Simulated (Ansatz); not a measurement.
# TiO2 (Rutile): the cost of one run

Method: DFT PBEsol, scalar-relativistic, plane waves, PAW, in Ansatz 0.2.0.

That is the level of the relaxation; later steps name their own.

1 further run of the same task is left out (set aside as unsound or not needed).

### 1 The starting structure

It takes space group P4_2/mnm (No. 136, tetragonal). The conventional cell has a = 4.591 Å, b = 4.591 Å, c = 2.939 Å, α = 90.00°, β = 90.00°, γ = 90.00°. Ti (site symmetry mmm) is surrounded by 6 O at 1.94 to 1.98 Å. O (site symmetry m2m) is surrounded by 3 Ti at 1.94 to 1.98 Å.

Coordinates:

```cif
data_structure
_symmetry_space_group_name_H-M 'P 1'
_symmetry_Int_Tables_number 1
_cell_length_a 4.5909
_cell_length_b 4.5909
_cell_length_c 2.9392
_cell_angle_alpha 90.000
_cell_angle_beta 90.000
_cell_angle_gamma 90.000
_cell_volume 61.95
loop_
_atom_site_label
_atom_site_type_symbol
_atom_site_fract_x
_atom_site_fract_y
_atom_site_fract_z
_atom_site_occupancy
Ti1 Ti 0.00000 0.00000 0.00000 1
Ti2 Ti 0.50000 0.50000 0.50000 1
O1 O 0.30441 0.30441 0.00000 1
O2 O 0.19559 0.80441 0.50000 1
O3 O 0.69559 0.69559 0.00000 1
O4 O 0.80441 0.19559 0.50000 1
```

It is the result of an earlier relaxation at this level (volume 10.32 Å³/atom; gap on the mesh: 1.87 eV).

### 2 Band edges over the whole zone

input.yaml reads:

```yaml
crystal:
  lattice:
    - [4.590868827, 0.0, 0.0]
    - [0.0, 4.590868827, 0.0]
    - [0.0, 0.0, 2.9392264219]
  atoms:
    - { symbol: Ti, position: [0.0, 0.0, 0.0] }
    - { symbol: Ti, position: [0.5, 0.5, 0.5] }
    - { symbol: O, position: [0.304410093, 0.304410093, 0.0] }
    - { symbol: O, position: [0.195589907, 0.804410093, 0.5] }
    - { symbol: O, position: [0.695589907, 0.695589907, 0.0] }
    - { symbol: O, position: [0.804410093, 0.195589907, 0.5] }
basis:
  ecutwfc: 420
kpoints:
  mp_grid: { grid: [6, 6, 10] }
  band_path: { path: [VBM, CBM], npoints: 2 }
hamiltonian:
  xc: pbesol
scf:
  occupations: { method: gaussian, width: 0.02 }
output:
  forces: true
  stress: true
  eigenvalues: true
```

Launch:

```console
$ ansatz run input.yaml --threads 2 --pin off --max-ram 5120MiB --backend cpu --events-out ev --progress --plain --runs-dir out
```

Q: Estimate wall time and peak memory on 2 threads of AMD EPYC (Zen 3), shared host.

About 16 s, with a peak of 0.41 GiB.
